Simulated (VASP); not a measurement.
# Sr: single point with r2SCAN

The system is Sr.

```
Sr
1.0
     3.28563   -5.56854    0.00000
     3.28563    5.56854    0.00000
     0.00000    0.00000    6.58001
Sr
4
Direct
  0.15250 0.84750 0.07850
  0.65250 0.34750 0.42150
  0.84750 0.15250 0.92150
  0.34750 0.65250 0.57850
```

The cell was built by a generator and needn't be a form met in nature.

| Quantity | Value |
| --- | --- |
| Program | VASP 6.6.1 |
| Task | single point |
| Functional | r2SCAN |
| Potentials or basis | VASP PAW PBE potentials, release 64 (Sr_sv) |
| Cutoff | 520 eV |
| k mesh | 4 × 4 × 4 |
| Occupations | gaussian, width 0.1 eV |
| Spin | no spin polarisation |
| Dipole correction | no |
| Further INCAR settings | ALGO = Normal; EDIFF = 1e-06; NBANDS = 28 |

| Quantity | Value |
| --- | --- |
| Pressure | 1.1 GPa |
| Largest force | 0.129 eV/Å |
| Band gap on the k mesh | none (metal or under the smearing width) |

Forces on the atoms (eV/Å):
```
Sr   0.000 -0.122 -0.041
Sr   0.000 -0.122  0.041
Sr   0.000  0.122  0.041
Sr   0.000  0.122 -0.041
```

Stress tensor (GPa, compression positive):
```
0.67 0.00 0.00
0.00 2.52 0.00
0.00 0.00 0.20
```

Levels at points of the mesh, in eV from the Fermi level:
```tsv
k point	band 17	band 18	band 19	band 20	band 21	band 22	band 23	band 24
(0.00, 0.00, 0.00)	-3.58	-0.36	0.12	0.30	0.36	0.42	0.47	1.00
(0.50, 0.00, 0.00)	-2.11	-2.11	-0.10	-0.10	0.26	0.26	0.95	0.95
(0.50, 0.50, 0.00)	-2.39	-1.70	-0.55	0.31	0.39	0.42	0.44	0.71
(0.00, 0.00, 0.50)	-2.46	-2.46	0.25	0.25	0.61	0.61	0.97	0.97
(0.50, 0.00, 0.50)	-1.47	-1.47	-0.96	-0.96	-0.10	-0.10	1.35	1.35
(0.50, 0.50, 0.50)	-1.47	-1.47	-0.82	-0.82	0.34	0.34	0.43	0.43
```

Run time: 7.4 min on 1 thread of Intel(R) Xeon(R) Platinum 8488C (Sapphire Rapids), on a shared host, peak memory 0.42 GiB.

Caveat: the PAW data sets were made with another functional, which shifts forces and pressure a little.
